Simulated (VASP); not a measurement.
Tl, 1 atom in the cell. The structure is cubic, space group Im-3m (No. 229). The conventional cell has a = 3.912 Å, b = 3.912 Å, c = 3.912 Å, α = 90.00°, β = 90.00°, γ = 90.00°. Around Tl (site symmetry m-3m) lie 8 Tl at 3.39 Å. This isn't the form of Tl at room conditions, which is hcp.

| Item | Value |
| --- | --- |
| Program | VASP 6.6.1 |
| Task | single point |
| Functional | PBE |
| Potentials or basis | VASP PAW PBE potentials, release 64 (Tl_d) |
| Cutoff | 520 eV |
| k mesh | 6 × 6 × 6 |
| Occupations | fermi-dirac, width 0.02 eV |
| Spin | no spin polarisation |
| Dipole correction | no |
| Further INCAR settings | ALGO = Normal; EDIFF = 1e-06; NBANDS = 12 |

Potentials or basis: VASP PAW PBE potentials, release 64 (Tl_d).

Command:

```console
$ cat potpaw_PBE.64/Tl_d/POTCAR > POTCAR
$ mpirun -np 1 vasp_std > vasp.out
```

Hardware: 1 thread of AMD EPYC 9R45 96-Core Processor (Zen 5), on a shared host.

Q: Estimate the wall time of this run.

A: It took 4.6 s on 1 thread of AMD EPYC 9R45 96-Core Processor (Zen 5) (shared host), peak memory 0.12 GiB. Counts: scf iterations 11, k points 16.
